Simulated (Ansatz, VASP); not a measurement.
One calculation of Pt, two programs

```xyz
2
Lattice="0.0000 2.8627 2.8627 2.8627 0.0000 2.8627 2.8627 2.8627 0.0000" Properties=species:S:1:pos:R:3 pbc="T T T"
Pt    2.8627    2.8627    2.8627
Pt    4.2940    4.2940    4.2940
```

Alike in both runs: functional r2SCAN; k mesh 6 × 6 × 6; occupations gaussian, width 0.1 eV; no spin polarisation.

Ansatz relaxed the structure, and its values are those at the end. VASP's run is a single point on that final structure, the one shown.

```csv
,VASP,Ansatz
version,VASP 6.6.1,Ansatz 0.2.0
potentials or method,"VASP PAW PBE potentials, release 64 (Pt)","scalar-relativistic, plane waves, PAW"
plane-wave cutoff (eV),520,500
valence electrons in the cell,20,36
```

|  | VASP | Ansatz | Ansatz less VASP |
| --- | --- | --- | --- |
| gap on the k mesh at the Fermi level (eV) | none | none | - |
| pressure (GPa) | 0.0 | 0.0 | -0.03 |

A gap of «none» marks a metal or a gap that the smearing closes. The functional is the same, so the differences come from potentials, cutoffs and numerics. The two sets of potentials don't hold the same shells in valence.

Caveats: the PAW data sets were made with another functional, which shifts forces and pressure a little (VASP). The runs have no spin-orbit coupling, so splittings on Pt are missing.
